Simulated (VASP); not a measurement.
Runs of VASP 6.6.1 on GaP. The structure is cubic, space group F-43m (No. 216). The conventional cell has a = 5.451 Å, b = 5.451 Å, c = 5.451 Å, α = 90.00°, β = 90.00°, γ = 90.00°. Ga (site symmetry -43m) is surrounded by 4 P at 2.36 Å. Around P (site symmetry -43m) lie 4 Ga at 2.36 Å. 

```tsv
task	level	potentials or basis	spin	cell	k mesh	cutoff (eV)	grid for exact exchange (PRECFOCK)	exchange at q = 0	mesh quality	gap on the mesh (eV)	pressure (GPa)	relaxed volume (Å³/atom)
relaxation of cell and atoms	PBEsol	VASP PAW PBE potentials, release 64 (Ga_d, P)	off	relaxed	8 × 8 × 8	600	-	-	not flagged	1.50	0.0	20.09
relaxation of cell and atoms	PBE0	VASP PAW PBE potentials, release 64 (Ga_d, P)	off	relaxed	4 × 4 × 4	600	Fast	default	coarse	(a)	0.0	20.38
relaxation of cell and atoms	LDA	VASP PAW LDA potentials, release 64 (Ga_d, P)	off	relaxed	8 × 8 × 8	600	-	-	not flagged	1.43	0.0	(c)
band structure	PBEsol	VASP PAW PBE potentials, release 64 (Ga_d, P)	off	as given	8 × 8 × 8	520	-	-	not flagged	1.52	(b)	-
single point	PBE0	VASP PAW PBE potentials, release 64 (Ga_d, P)	SOC, no magnetisation	as given	4 × 4 × 4	520	Fast	default	coarse	-	0.6	-
```

Alike in all rows: smearing fermi-dirac 0.05 eV.

Task: Estimate the missing entries.

Result: (a) 3.05; (b) -0.6; (c) 19.61.

Caveats: some runs use coarse meshes; the PAW data sets were made with another functional, which shifts forces and pressure a little (some runs).

A k mesh can miss the band edges, and rows without SOC leave out spin-orbit coupling on Ga.

Runs at the PBE level aren't shown here.
